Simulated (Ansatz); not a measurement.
Here is an Ansatz 0.2.0 calculation.

Contents of input:

```
crystal:
  lattice:
    - [0.0, 2.71608, 2.71608]
    - [2.71608, 0.0, 2.71608]
    - [2.71608, 2.71608, 0.0]
  atoms:
    - { symbol: Hf, position: [0.0, 0.0, 0.0] }
    - { symbol: B, position: [0.25, 0.25, 0.25] }
    - { symbol: B, position: [0.75, 0.75, 0.75] }
hamiltonian:
  xc: { exchange: pbe, correlation: pbe, exx: { coeff: 0.2, omega: 0.2 } }
  pseudopotentials: { kind: paw }
kpoints:
  mp_grid: { grid: [5, 5, 5] }
scf:
  occupations: { method: fermi_dirac, width: 0.05 }
output:
  forces: true
  stress: true
  eigenvalues: true
  write_density: true
  write_potential: true
  elf: true
  volumetric_format: npy
```

Predict the band gap on the k mesh.

none (metal or under the smearing width).

Predict the pressure.

-1.6 GPa.

Caveat: the k mesh is coarse (spacing up to 0.40 Å⁻¹), so the values aren't converged, least of all with exact exchange; the PAW data sets come from PBE, with cores solved anew for the run's functional, which leaves a small shift of forces and pressure; the thresholds are loose for stress. The run has no spin-orbit coupling, so splittings on Hf are missing.
